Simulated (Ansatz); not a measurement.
# Notes on HfSi2

```yaml
crystal:
  lattice:
    - [3.80605, 0.00000, 0.00000]
    - [1.90303, -7.52060, 0.00000]
    - [0.00000, 0.00000, -3.77723]
  atoms:
    - { symbol: Si, position: [0.75000, 0.50000, 0.75000] }
    - { symbol: Si, position: [0.25000, 0.50000, 0.25000] }
    - { symbol: Hf, position: [0.10600, 0.78800, 0.75000] }
    - { symbol: Hf, position: [0.89400, 0.21200, 0.25000] }
    - { symbol: Si, position: [0.44100, 0.11800, 0.75000] }
    - { symbol: Si, position: [0.55900, 0.88200, 0.25000] }
```

Method: PBE, no spin polarisation; PAW, plane waves to 420 eV, 8×8×8 Γ-centred mesh, fermi-dirac occupations (width 0.1 eV) (Ansatz 0.2.0), atoms fixed.

- Forces: The largest is on Si6 (and as large on other atoms): 0.61 eV/Å, components (0.00, -0.61, 0.00). It makes 47° with the line to a nearest neighbour, Si5 at 2.59 Å.
- Formation energy: -0.50 eV an atom against the elements' usual phases (free molecules for gases, crystals otherwise, with no correction for O₂ or N₂), so it is bound against them; other compounds may still compete. Relaxing would lower it.
- Electronic structure: It is a metal, with about 1.3 states/eV a cell as the mean within 0.25 eV of the Fermi level, mostly Hf d (48 %) and Si p (36 %).
- Charges: Bader charges in e: Hf +1.41, Si -0.87 to -0.54. In the mean Hf gives up most and Si takes most.

Origin: a known structure type with other elements, at an estimated volume, so it need not be a known compound.
